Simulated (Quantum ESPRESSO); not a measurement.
# WC (Qusongite): relaxation of cell and atoms with PBEsol

Crystal: WC (Qusongite).

```
W C
1.0
     2.90650    0.00000    0.00000
    -1.45325    2.51710    0.00000
     0.00000    0.00000    2.83660
W C
1 1
Direct
  0.00000 0.00000 0.00000
  0.66667 0.33333 0.50000
```

```
Program             : Quantum ESPRESSO 7.5
Task                : relaxation of cell and atoms
Functional          : PBEsol
Potentials or basis : GBRV 1.5 PBEsol
Cutoff              : 871 eV
Density cutoff      : 7007 eV
k mesh              : 10 × 10 × 9
Occupations         : fermi-dirac, width 0.05 eV
Spin                : no spin polarisation
Target pressure     : 2 GPa
Mixing beta         : 0.5
Most SCF iterations : 120
SCF threshold       : 4e-10 Ry
Most ionic steps    : 40
Forc conv thr       : 0.0004 Ry/bohr
Etot conv thr       : 1e-05 Ry
Ion dynamics        : bfgs
Cell dynamics       : bfgs
Press conv thr      : 0.3 kbar
```

| Item | Value |
| --- | --- |
| Relaxed volume | 10.26 Å³/atom |
| Relaxed cell | a = 2.896 Å, b = 2.896 Å, c = 2.825 Å, α = 90.00°, β = 90.00°, γ = 120.00° |
| Space group after relaxing (to 0.05 Å) | P-6m2 (No. 187) |
| Energy change on relaxing (the enthalpy is what falls) | -0.3 meV/atom |
| Ionic steps | 5 |
| Pressure after relaxing | 2.0 GPa |
| Band gap on the k mesh | none (metal or under the smearing width) |

The path:
| step | energy change (eV) | largest force (eV/Å) | pressure (GPa) | volume (Å³) |
| --- | --- | --- | --- | --- |
| 1 | 0.0000 | 0.0000 | -2.75 | 20.75 |
| 2 | 0.0073 | 0.0000 | 7.60 | 20.25 |
| 3 | -0.0007 | 0.0000 | 1.95 | 20.52 |
| 4 | -0.0006 | 0.0000 | 2.00 | 20.51 |
| 5 | -0.0006 | 0.0000 | 2.00 | 20.51 |

Final structure:
```yaml
crystal:
  lattice:
    - [2.89586, 0.00000, 0.00000]
    - [-1.44793, 2.50789, 0.00000]
    - [0.00000, 0.00000, 2.82472]
  atoms:
    - { symbol: W, position: [0.00000, 0.00000, 0.00000] }
    - { symbol: C, position: [0.66667, 0.33333, 0.50000] }
```

Levels at points of the mesh, in eV from the Fermi level:
| k point | band 5 | band 6 | band 7 | band 8 | band 9 | band 10 | band 11 | band 12 | band 13 | band 14 |
| --- | --- | --- | --- | --- | --- | --- | --- | --- | --- | --- |
| (0.00, 0.00, 0.00) | -14.51 | -4.38 | -3.38 | -3.38 | 0.13 | 3.29 | 3.29 | 5.72 | 5.72 | 6.49 |
| (0.00, -0.50, 0.00) | -11.10 | -7.09 | -3.66 | -3.63 | -0.44 | 2.38 | 4.62 | 4.98 | 6.95 | 9.77 |

It took 59 s on 2 MPI ranks on Arm Neoverse V1, with other jobs on the host, peak memory 0.34 GiB a rank.

Spin-orbit coupling is left out, which matters for the levels of W.
